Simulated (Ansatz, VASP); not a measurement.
**Two plane-wave programs on SnTe**

File INCAR:

```
ALGO     = Normal         # electronic algorithm
EDIFF    = 1E-7           # SCF threshold, eV
EDIFFG   = -0.01          # ionic threshold
ENCUT    = 600            # plane-wave cutoff, eV
GGA      = PE             # functional
IBRION   = 2              # ionic algorithm
ISIF     = 3              # what is computed and relaxed
ISMEAR   = -1             # smearing method
IVDW     = 13             # dispersion correction
LASPH    = T              # aspherical terms in the spheres
LCHARG   = F              # write CHGCAR
LREAL    = F              # projectors in reciprocal space
LWAVE    = F              # write WAVECAR
NELM     = 60             # most SCF steps
NSW      = 60             # ionic steps
PREC     = Accurate       # precision mode
SIGMA    = 0.05           # smearing width, eV
```

The input KPOINTS:

```
k-points
0
Gamma
  7 7 7
```

Contents of POSCAR:

```
SnTe
1.0
    0.0000000000      3.1508500000      3.1508500000
    3.1508500000      0.0000000000      3.1508500000
    3.1508500000      3.1508500000      0.0000000000
Te Sn
1 1
Direct
    0.5000000000      0.5000000000      0.5000000000
    0.0000000000      0.0000000000      0.0000000000
```

input.yaml

```yaml
crystal:
  lattice:
    - [0.0, 3.15085, 3.15085]
    - [3.15085, 0.0, 3.15085]
    - [3.15085, 3.15085, 0.0]
  atoms:
    - { symbol: Te, position: [0.5, 0.5, 0.5] }
    - { symbol: Sn, position: [0.0, 0.0, 0.0] }
hamiltonian:
  xc: pbe
  pseudopotentials: { kind: paw }
  dispersion: d4
kpoints:
  mp_grid: { grid: [7, 7, 7] }
scf:
  occupations: { method: fermi_dirac, width: 0.05 }
output:
  forces: true
  stress: true
  eigenvalues: true
  write_density: true
  write_potential: true
  elf: true
  volumetric_format: npy
relax:
  f_tol: 0.01
  max_steps: 40
  cell: { stress_tol: 0.05 }
```

Alike in both runs: task relaxation of cell and atoms; functional PBE; dispersion D4; k mesh 7 × 7 × 7; occupations fermi-dirac, width 0.05 eV; no spin polarisation.

```csv
,VASP,Ansatz
version,VASP 6.6.1,Ansatz 0.2.0
potentials or method,"VASP PAW PBE potentials, release 64 (Te, Sn_d)",Ansatz PAW
plane-wave cutoff (eV),600,420
valence electrons in the cell,20,30
```

```tsv
	VASP	Ansatz	Ansatz less VASP
gap on the k mesh at the Fermi level, each at its own relaxed structure (eV)	0.66	0.66	+0.001
relaxed volume (Å³/atom)	31.28	31.28	0.000
relaxed cell length with the largest relative difference (Å)	4.456	4.456	0.0000
```

The two sets of potentials don't hold the same shells in valence.

Caveats: the relaxation stopped at its first step, so nothing moved (VASP); the plane-wave basis is chosen anew once the cell has moved, so the energies of steps on either side of that aren't comparable (Ansatz). The runs have no spin-orbit coupling, so splittings on Te are missing.
